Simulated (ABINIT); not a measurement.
# Rh (Fm-3m) in ABINIT: a series of runs

Aim: see how the results for Rh move with the level of theory and the settings. Levels: PBEsol, PBE, r2SCAN. Tasks: band structure.

Everything below comes from runs of ABINIT 10.8.3 (patched build). Logs are shortened: lines on timing, memory, paths and dates and some standing lists are left out, and cuts for length are marked. The log counts tension as positive stress, the text compression.

### Step 1. The crystal as given

The structure is cubic, space group Fm-3m (No. 225). Conventional cell: a = 3.796 Å, b = 3.796 Å, c = 3.796 Å, α = 90.00°, β = 90.00°, γ = 90.00°. Rh (site symmetry m-3m) has 12 Rh at 2.68 Å as nearest neighbours.

### Step 2. Band structure, PBEsol, spin-orbit coupling, no magnetisation

run.abi reads:

```
# Datasets: ground state, then fixed potential
ndtset 2

# Pseudopotentials
pp_dirpath "./"
pseudos "Rh.GGA_PBE-JTH.xml"

# Structure
acell 3*1.0 Angstrom
rprim
     0.0000000000     1.8978500000     1.8978500000
     1.8978500000     0.0000000000     1.8978500000
     1.8978500000     1.8978500000     0.0000000000
ntypat 1
znucl 45
natom 1
typat 1
xred
     0.0000000000     0.0000000000     0.0000000000

# Plane-wave basis
ecut 435.382180 eV
pawecutdg 32.0

# Exchange and correlation
ixc -116133

# Bands and occupations
occopt 3
tsmear 0.05 eV

# Spin
nspinor 2
nspden 1
pawspnorb 1

# SCF cycle
nstep 100

# Output
iomode 3
prtwf 0
prteig 0
prtebands 0
enunit 1
prtden1 1
prtvha1 1
prtvclmb1 1
prtpot1 1

# Dataset 1
kptopt1 4
ngkpt1 12 12 12
nshiftk1 1
shiftk1 0.0 0.0 0.0
nband1 26
tolvrs1 1.0e-9

# Dataset 2: bands along G-X-W-K-G-L-U-W-L-K
iscf2 -2
getden2 1
nband2 38
nbdbuf2 8
tolwfr2 1.0e-11
kptopt2 -9
ndivsm2 5
prteig2 1
kptbounds2
     0.0000000000     0.0000000000     0.0000000000
     0.5000000000     0.0000000000     0.5000000000
     0.5000000000     0.2500000000     0.7500000000
     0.3750000000     0.3750000000     0.7500000000
     0.0000000000     0.0000000000     0.0000000000
     0.5000000000     0.5000000000     0.5000000000
     0.6250000000     0.2500000000     0.6250000000
     0.5000000000     0.2500000000     0.7500000000
     0.5000000000     0.5000000000     0.5000000000
     0.3750000000     0.3750000000     0.7500000000
```

Potentials or basis: JTH PAW PBE v2.0.

Started as:

```console
$ abinit run.abi > log 2>&1
```

run.abo:

```text
.Version 10.8.3 of ABINIT
 DATASET    1 : space group F4 3 2 (#209); Bravais cF (face-center cubic)
================================================================================
 Values of the parameters that define the memory need for DATASET  1.
     intxc =       0    ionmov =       0      iscf =      17    lmnmax =      18
     lnmax =       6     mgfft =      20  mpssoang =       3    mqgrid =    3001
     natom =       1  nloc_mem =       2    nspden =       1   nspinor =       2
    nsppol =       1      nsym =      24    n1xccc =       1    ntypat =       1
    occopt =       3   xclevel =       2
       mpw =         295          nfft =        8000          nkpt =          88
 PAW method is used; the additional fine FFT grid is defined by:
   mgfftf=        27    nfftf =     19683
================================================================================
================================================================================

 DATASET    2 : space group F4 3 2 (#209); Bravais cF (face-center cubic)
================================================================================
 Values of the parameters that define the memory need for DATASET  2.
     intxc =       0    ionmov =       0      iscf =      -2    lmnmax =      18
     lnmax =       6     mgfft =      20  mpssoang =       3    mqgrid =    3001
     natom =       1  nloc_mem =       2    nspden =       1   nspinor =       2
    nsppol =       1      nsym =      24    n1xccc =       1    ntypat =       1
    occopt =       3   xclevel =       2
       mpw =         295          nfft =        8000          nkpt =          87
 PAW method is used; the additional fine FFT grid is defined by:
   mgfftf=        27    nfftf =     19683
================================================================================
================================================================================

--------------------------------------------------------------------------------
------------- Echo of variables that govern the present computation ------------
--------------------------------------------------------------------------------
 -outvars: echo values of preprocessed input variables --------
            acell      1.8897261259E+00  1.8897261259E+00  1.8897261259E+00 Bohr
              amu      1.02905500E+02
             ecut      1.60000000E+01 Hartree
           enunit           1
           getden1          0
           getden2          1
             iscf1         17
             iscf2         -2
                       outvar_i_n : Printing only first  50 k-points.
              ixc     -116133
           jdtset        1    2
                       outvar_i_n : Printing only first  50 k-points.
           kptopt1          4
           kptopt2         -9
         kptrlatt       12    0    0      0   12    0      0    0   12
          kptrlen1     6.08635101E+01
          kptrlen2     3.00000000E+01
            natom           1
            nband1         26
            nband2         38
           nbdbuf1          0
           nbdbuf2          8
           ndtset           2
           ndivsm1          0
           ndivsm2          5
            ngfft          20      20      20
          ngfftdg          27      27      27
             nkpt1         88
             nkpt2         87
          nspinor           2
            nstep         100
             nsym          24
           ntypat           1
                       prtocc : prtvol=0, do not print more k-points.
           occopt           3
        pawcpxocc           2
        pawecutdg      3.20000000E+01 Hartree
        pawspnorb           1
         pawxcdev           0
        prtebands           0
           prteig1          0
           prteig2          1
           prtpot1          1
           prtpot2          0
         prtvclmb1          1
         prtvclmb2          0
[... 222 lines left out ...]
 Unit cell volume ucvol=  9.2259745E+01 bohr^3
 Angles (23,13,12)=  6.00000000E+01  6.00000000E+01  6.00000000E+01 degrees

 Coarse grid specifications (used for wave-functions):

 getcut: wavevector=  0.0000  0.0000  0.0000  ngfft=  20  20  20
         ecut(hartree)=     16.000   => boxcut(ratio)=   2.18992

 Fine grid specifications (used for densities):

 getcut: wavevector=  0.0000  0.0000  0.0000  ngfft=  27  27  27
         ecut(hartree)=     32.000   => boxcut(ratio)=   2.01604
--------------------------------------------------------------------------------

================================================================================
 Non-SCF case, kpt    1 (  0.00000  0.00000  0.00000), residuals and eigenvalues=
  1.92E-12  4.26E-12  4.50E-12  8.93E-12  4.95E-12  4.58E-12  6.08E-12  9.14E-12
  6.60E-12  3.56E-12  2.58E-12  6.72E-12  2.10E-12  8.90E-12  4.98E-12  7.45E-12
  3.29E-12  9.50E-12  3.08E-12  3.45E-12  2.16E-12  9.17E-12  2.05E-12  5.84E-12
  4.59E-12  5.44E-12  2.40E-12  5.24E-12  6.05E-12  9.86E-12  7.07E-12  8.45E-12
  5.62E-12  7.76E-12  2.31E-12  2.71E-12  2.11E-07  4.38E-06
 -2.2963E+00 -2.2963E+00 -1.1971E+00 -1.1971E+00 -1.0547E+00 -1.0547E+00
 -1.0547E+00 -1.0547E+00  3.0422E-01  3.0422E-01  4.8327E-01  4.8327E-01
  4.8327E-01  4.8327E-01  4.9255E-01  4.9255E-01  5.6585E-01  5.6585E-01
  5.6585E-01  5.6585E-01  1.1855E+00  1.1855E+00  1.3803E+00  1.3803E+00
  1.3876E+00  1.3876E+00  1.3876E+00  1.3876E+00  1.5973E+00  1.5973E+00
[... 1106 lines left out ...]
  2.0890E+00  2.0923E+00
 Non-SCF case, kpt   87 (  0.37500  0.37500  0.75000), residuals and eigenvalues=
  5.91E-12  5.67E-12  4.19E-12  5.44E-12  4.80E-12  4.78E-12  5.67E-12  9.37E-12
  2.26E-12  5.79E-12  3.46E-12  4.93E-12  2.61E-12  9.17E-12  1.98E-12  4.26E-12
  3.13E-12  6.97E-12  5.31E-12  8.74E-12  1.95E-12  5.36E-12  5.97E-12  5.25E-12
  2.70E-12  9.90E-12  2.19E-12  6.69E-12  7.87E-12  9.24E-12  5.77E-12  5.98E-12
  2.97E-11  3.99E-11  3.91E-06  1.53E-05  1.20E-04  1.45E-03
 -2.2907E+00 -2.2907E+00 -1.2097E+00 -1.2097E+00 -1.0757E+00 -1.0757E+00
 -1.0670E+00 -1.0670E+00  3.9611E-01  3.9611E-01  4.2379E-01  4.2379E-01
  5.2371E-01  5.2371E-01  5.7618E-01  5.7618E-01  6.1617E-01  6.1617E-01
  8.8906E-01  8.8906E-01  9.1738E-01  9.1738E-01  1.0443E+00  1.0443E+00
  1.2067E+00  1.2067E+00  1.3773E+00  1.3773E+00  1.6787E+00  1.6787E+00
  1.6828E+00  1.6828E+00  1.7375E+00  1.7375E+00  2.0187E+00  2.0187E+00
  2.0813E+00  2.0847E+00

--- !ResultsGS
iteration_state: {dtset: 2, }
comment   : Summary of ground state results
lattice_vectors:
- [  0.0000000,   3.5864167,   3.5864167, ]
- [  3.5864167,   0.0000000,   3.5864167, ]
- [  3.5864167,   3.5864167,   0.0000000, ]
lattice_lengths: [   5.07196,    5.07196,    5.07196, ]
lattice_angles: [ 60.000,  60.000,  60.000, ] # degrees, (23, 13, 12)
lattice_volume:   9.2259745E+01
convergence: {deltae:  0.000E+00, res2:  0.000E+00, residm:  9.990E-12, diffor:  0.000E+00, }
etotal    :  -1.11412932E+02
entropy   :   0.00000000E+00
fermie    :   6.02933708E-01
cartesian_stress_tensor: null
pressure_GPa: null
xred      :
- [  0.0000E+00,   0.0000E+00,   0.0000E+00, Rh]
cartesian_forces: null
force_length_stats: {min: null, max: null, mean: null, }
...

 Integrated electronic density in atomic spheres:
 ------------------------------------------------
 Atom  Sphere_radius  Integrated_density
    1        2.21251         14.87129644

================================================================================

 ----iterations are completed or convergence reached----

 Mean square residual over all n,k,spin=   51.366E-13; max=  99.897E-13
 reduced coordinates (array xred) for    1 atoms
       0.000000000000      0.000000000000      0.000000000000

 cartesian coordinates (angstrom) at end:
    1      0.00000000000000     0.00000000000000     0.00000000000000
 length scales=  1.889726125908  1.889726125908  1.889726125908 bohr
              =  1.000000000000  1.000000000000  1.000000000000 angstroms
 Eigenvalues (   eV  ) for nkpt=  87  k points:
 kpt#   1, nband= 38, wtk=  1.00000, kpt=  0.0000  0.0000  0.0000 (reduced coord)
 -62.48541  -62.48541  -32.57341  -32.57341  -28.69891  -28.69891  -28.69891  -28.69891
   8.27822    8.27822   13.15056   13.15056   13.15056   13.15056   13.40295   13.40295
  15.39757   15.39757   15.39757   15.39757   32.25819   32.25819   37.55940   37.55940
  37.75839   37.75839   37.75839   37.75839   43.46420   43.46420   48.48205   48.48205
  48.48205   48.48205   48.73027   48.73027   53.62543   53.62548
 kpt#   2, nband= 38, wtk=  1.00000, kpt=  0.0357  0.0000  0.0357 (reduced coord)
 -62.48349  -62.48349  -32.57788  -32.57788  -28.70719  -28.70719  -28.70276  -28.70276
   8.34768    8.34768   13.12635   13.12635   13.18490   13.18490   13.41646   13.41646
  15.34793   15.34793   15.41473   15.41473   32.36148   32.36148   37.41390   37.41390
  37.67127   37.67127   37.77766   37.77766   43.92675   43.92675   48.01757   48.01757
  48.20629   48.20629   48.63839   48.63839   53.47353   53.47362
 kpt#   3, nband= 38, wtk=  1.00000, kpt=  0.0714  0.0000  0.0714 (reduced coord)
 -62.47781  -62.47781  -32.59107  -32.59107  -28.73152  -28.73152  -28.71410  -28.71410
   8.55278    8.55278   13.02101   13.02101   13.28716   13.28716   13.49375   13.49375
  15.20549   15.20549   15.46577   15.46577   32.66261   32.66261   36.89171   36.89171
  37.65525   37.65525   37.81503   37.81503   45.12419   45.12419   46.99721   46.99721
[... 491 lines left out ...]
  34.26288   34.26288   36.51971   36.51971   45.37716   45.37716   45.72075   45.72075
  48.22571   48.22571   54.71880   54.73868   55.87500   56.06679
 kpt#  86, nband= 38, wtk=  1.00000, kpt=  0.3889  0.3889  0.7222 (reduced coord)
 -62.33671  -62.33671  -32.91322  -32.91322  -29.26534  -29.26534  -29.02554  -29.02554
  10.93599   10.93599   11.77182   11.77182   13.91763   13.91763   15.41202   15.41202
  16.67846   16.67846   24.09726   24.09726   24.79140   24.79140   28.73289   28.73289
  33.51317   33.51317   37.05473   37.05473   45.51951   45.51951   46.26906   46.26906
  47.11182   47.11182   54.91861   54.91956   56.84524   56.93311
 kpt#  87, nband= 38, wtk=  1.00000, kpt=  0.3750  0.3750  0.7500 (reduced coord)
 -62.33437  -62.33437  -32.91806  -32.91806  -29.27039  -29.27039  -29.03338  -29.03338
  10.77876   10.77876   11.53189   11.53189   14.25075   14.25075   15.67856   15.67856
  16.76672   16.76672   24.19256   24.19256   24.96305   24.96305   28.41686   28.41686
  32.83543   32.83543   37.47957   37.47957   45.67867   45.67867   45.78998   45.78998
  47.27999   47.27999   54.93058   54.93068   56.63512   56.72879

== END DATASET(S) ==============================================================
================================================================================

 -outvars: echo values of variables after computation  --------
            acell      1.8897261259E+00  1.8897261259E+00  1.8897261259E+00 Bohr
           etotal1    -1.1141293220E+02
            fcart1    -0.0000000000E+00 -0.0000000000E+00 -0.0000000000E+00
            rprim      0.0000000000E+00  1.8978500000E+00  1.8978500000E+00
                       1.8978500000E+00  0.0000000000E+00  1.8978500000E+00
                       1.8978500000E+00  1.8978500000E+00  0.0000000000E+00
           strten1     1.1864994899E-04  1.1864994899E-04  1.1864994899E-04
                       0.0000000000E+00  0.0000000000E+00  0.0000000000E+00
 Calculation completed.
```

It took 79 s on 1 thread of Arm Neoverse V1, shared host; peak memory 0.12 GiB.

What came out:

```yaml
Free_energy: -3031.7003 eV
Pressure: -3.5 GPa
Band_gap_on_the_k_mesh: none (metal or under the smearing width)
Valence_electrons_inside_the_program's_atomic_spheres: Rh 14.87 (radii [1.1708] Å)
```

Levels at the corners of the path, in eV from the Fermi level:
```
point  band 13  band 14  band 15  band 16  band 17  band 18  band 19  band 20
    Γ    -3.26    -3.26    -3.00    -3.00    -1.01    -1.01    -1.01    -1.01
    X     0.50     0.50     0.86     0.86     1.12     1.12     3.13     3.13
    W    -3.89    -3.89    -1.24    -1.24     0.98     0.98     9.31     9.31
    K    -2.16    -2.16    -0.73    -0.73     0.36     0.36     7.79     7.79
    Γ    -3.26    -3.26    -3.00    -3.00    -1.01    -1.01    -1.01    -1.01
    L    -3.10    -3.10     0.47     0.47     0.60     0.60     0.65     0.65
    U    -2.16    -2.16    -0.73    -0.73     0.36     0.36     7.79     7.79
    W    -3.89    -3.89    -1.24    -1.24     0.98     0.98     9.31     9.31
    L    -3.10    -3.10     0.47     0.47     0.60     0.60     0.65     0.65
    K    -2.16    -2.16    -0.73    -0.73     0.36     0.36     7.79     7.79
```

Caveat: the PAW data sets were made with another functional, which shifts forces and pressure a little.

### Step 3. Band structure, PBE

run.abi reads:

```
# Datasets: ground state, then fixed potential
ndtset 2

# Pseudopotentials
pp_dirpath "./"
pseudos "Rh.upf"

# Structure
acell 3*1.0
rprim
     0.0000000000     3.5864167256     3.5864167256
     3.5864167256     0.0000000000     3.5864167256
     3.5864167256     3.5864167256     0.0000000000
ntypat 1
znucl 45
natom 1
typat 1
xred
     0.0000000000     0.0000000000     0.0000000000

# Plane-wave basis
ecut 44.0

# Exchange and correlation
ixc 11

# Bands and occupations
occopt 3
tsmear 0.00183747

# SCF cycle
nstep 100

# Output
iomode 3
prtwf 0
prteig 0
prtebands 0
prtden1 1

# Dataset 1
kptopt1 1
ngkpt1 12 12 12
nshiftk1 1
shiftk1 0.0 0.0 0.0
nband1 13
tolvrs1 1.0e-10

# Dataset 2: bands along G-X-W-K-G-L-U-W-L-K
iscf2 -2
getden2 1
nband2 19
nbdbuf2 4
tolwfr2 1.0e-11
kptopt2 -9
ndivsm2 6
prteig2 1
prtvol2 -3
kptbounds2
     0.0000000000     0.0000000000     0.0000000000
     0.5000000000     0.0000000000     0.5000000000
     0.5000000000     0.2500000000     0.7500000000
     0.3750000000     0.3750000000     0.7500000000
     0.0000000000     0.0000000000     0.0000000000
     0.5000000000     0.5000000000     0.5000000000
     0.6250000000     0.2500000000     0.6250000000
     0.5000000000     0.2500000000     0.7500000000
     0.5000000000     0.5000000000     0.5000000000
     0.3750000000     0.3750000000     0.7500000000
```

Potentials or basis: PseudoDojo NC SR PBE v0.4.1 standard.

Started as:

```console
$ abinit run.abi > log 2>&1
```

It took 54 s on 1 thread of Arm Neoverse V1, shared host; peak memory 0.11 GiB.

The run converged. Its results:

* Free energy: -3191.5995 eV
* Pressure: 7.5 GPa
* Band gap on the k mesh: none (metal or under the smearing width)
* Valence electrons inside the program's atomic spheres: Rh 14.08 (radii [1.0584] Å)

Levels at the corners of the path, in eV from the Fermi level:
```csv
point,band 4,band 5,band 6,band 7,band 8,band 9,band 10,band 11,band 12,band 13
Γ,-46.41,-8.01,-3.13,-3.13,-3.13,-1.02,-1.02,16.16,21.60,21.60
X,-46.69,-6.39,-6.02,0.52,0.97,0.97,3.26,12.32,13.40,13.40
W,-46.69,-5.08,-3.85,-3.85,-1.24,0.98,9.66,9.66,11.33,12.69
K,-46.63,-5.58,-4.83,-2.10,-0.72,0.36,7.89,8.65,12.09,16.59
Γ,-46.41,-8.01,-3.13,-3.13,-3.13,-1.02,-1.02,16.16,21.60,21.60
L,-46.52,-6.19,-3.21,-3.21,0.55,0.55,0.71,8.68,15.64,21.44
U,-46.63,-5.58,-4.83,-2.10,-0.72,0.36,7.89,8.65,12.09,16.59
W,-46.69,-5.08,-3.85,-3.85,-1.24,0.98,9.66,9.66,11.33,12.69
L,-46.52,-6.19,-3.21,-3.21,0.55,0.55,0.71,8.68,15.64,21.44
K,-46.63,-5.58,-4.83,-2.10,-0.72,0.36,7.89,8.65,12.09,16.59
```

### Step 4. Band structure, r2SCAN

Edit run.abi of step 3 so:

```diff
@@ -5,10 +5,10 @@
 pp_dirpath "./"
-pseudos "Rh.upf"
+pseudos "Rh.LDA_PW-JTH.xml"
 
 # Structure
-acell 3*1.0
+acell 2.6839652093 2.6839652093 2.6839652093 Angstrom
 rprim
-     0.0000000000     3.5864167256     3.5864167256
-     3.5864167256     0.0000000000     3.5864167256
-     3.5864167256     3.5864167256     0.0000000000
+     0.0000000000     0.7071067812     0.7071067812
+     0.7071067812     0.0000000000     0.7071067812
+     0.7071067812     0.7071067812     0.0000000000
 ntypat 1
@@ -21,6 +21,9 @@
 # Plane-wave basis
-ecut 44.0
+ecut 24.0
+pawecutdg 46.0
 
 # Exchange and correlation
-ixc 11
+ixc -497498
+usekden 1
+pawxcdev 0
 
@@ -28,3 +31,3 @@
 occopt 3
-tsmear 0.00183747
+tsmear 0.05 eV
 
@@ -38,3 +41,5 @@
 prtebands 0
+enunit 1
 prtden1 1
+prtkden1 1
 
@@ -46,3 +51,3 @@
 nband1 13
-tolvrs1 1.0e-10
+tolvrs1 1.0e-7
 
@@ -51,2 +56,3 @@
 getden2 1
+getkden2 1
 nband2 19
```

Potentials or basis: JTH PAW LDA v2.0.

Started as:

```console
$ abinit run.abi > log 2>&1
```

Wall time 2.5 min (1 thread of Arm Neoverse V1, shared host); peak memory 0.11 GiB.

Results (log left out):

```yaml
Free_energy: -2602.0717 eV
Pressure: 0.7 GPa
Band_gap_on_the_k_mesh: none (metal or under the smearing width)
Valence_electrons_inside_the_program's_atomic_spheres: Rh 14.88 (radii [1.1708] Å)
```

Levels at the corners of the path, in eV from the Fermi level:
```csv
point,band 6,band 7,band 8,band 9,band 10,band 11
Γ,-3.23,-3.23,-3.23,-1.11,-1.11,16.53
X,-6.25,0.50,1.04,1.04,3.49,12.98
W,-3.99,-3.99,-1.32,1.04,10.15,10.15
K,-4.99,-2.15,-0.79,0.39,8.31,9.12
Γ,-3.23,-3.23,-3.23,-1.11,-1.11,16.53
L,-3.35,-3.35,0.57,0.57,0.90,9.17
U,-4.99,-2.15,-0.79,0.39,8.31,9.12
W,-3.99,-3.99,-1.32,1.04,10.15,10.15
L,-3.35,-3.35,0.57,0.57,0.90,9.17
K,-4.99,-2.15,-0.79,0.39,8.31,9.12
```

Caveat: totals of a meta-GGA on PAW files have another zero than those of a GGA; the PAW data sets were made with another functional, which shifts forces and pressure a little.

### Step 5. Overview

| level | potentials or basis | spin | cutoff (eV) | fine-grid cutoff | gap on the mesh (eV) | pressure (GPa) |
| --- | --- | --- | --- | --- | --- | --- |
| PBEsol | JTH PAW PBE v2.0 | SOC, no magnetisation | 435 | 870.764 eV | none | -3.5 |
| PBE | PseudoDojo NC SR PBE v0.4.1 standard | off | 1197 | - | none | 7.5 |
| r2SCAN | JTH PAW LDA v2.0 | off | 653 | 1251.72 eV | none | 0.7 |

Alike in all rows: task band structure; cell as given; k mesh 12 × 12 × 12; smearing fermi-dirac 0.05 eV.

Caveats: the PAW data sets were made with another functional, which shifts forces and pressure a little (some runs); totals of a meta-GGA on PAW files have another zero than those of a GGA (some runs).

Absolute energies hang on the potentials; compare differences alone.
